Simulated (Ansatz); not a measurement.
TiCo:

```xyz
2
Lattice="2.9861 0.0000 0.0000 0.0000 2.9861 0.0000 0.0000 0.0000 2.9861" Properties=species:S:1:pos:R:3 pbc="T T T"
Co    1.4931    1.4931    1.4931
Ti    0.0000    0.0000    0.0000
```

The cell comes from a database or a generator and needn't be the stable form of this composition.

* Program: Ansatz 0.2.0
* Task: relaxation of cell and atoms
* Functional: revPBE
* Potentials or basis: all-electron LAPW, scalar-relativistic
* Basis error allowed: 0.001 eV/atom
* k mesh: 9 × 9 × 9
* Occupations: fermi-dirac, width 0.05 eV
* Spin: collinear spin, ferromagnetic start
* Starting moments: [2.0, 1.0] μB

At the start: volume 13.31 Å³/atom.

Q: Where does the relaxation end?

A: Over 4 steps the energy falls by 2.1 meV/atom and the volume is 13.55 Å³/atom (+1.8 %); space group Pm-3m (No. 221, to 0.05 Å); moment 0.85 μB per cell.

Step by step:
```
step  energy change (eV)  largest force (eV/Å)  volume (Å³)
   1              0.0000                0.0000        26.63
   2             -0.0041                0.0000        27.07
   3             -0.0041                0.0000        27.10
   4             -0.0041                0.0000        27.10
```

Final structure:
```
CELL_PARAMETERS angstrom
3.00368 0.00000 0.00000
0.00000 3.00368 0.00000
0.00000 0.00000 3.00368
ATOMIC_POSITIONS crystal
Co 0.50000 0.50000 0.50000
Ti 0.00000 0.00000 0.00000
```
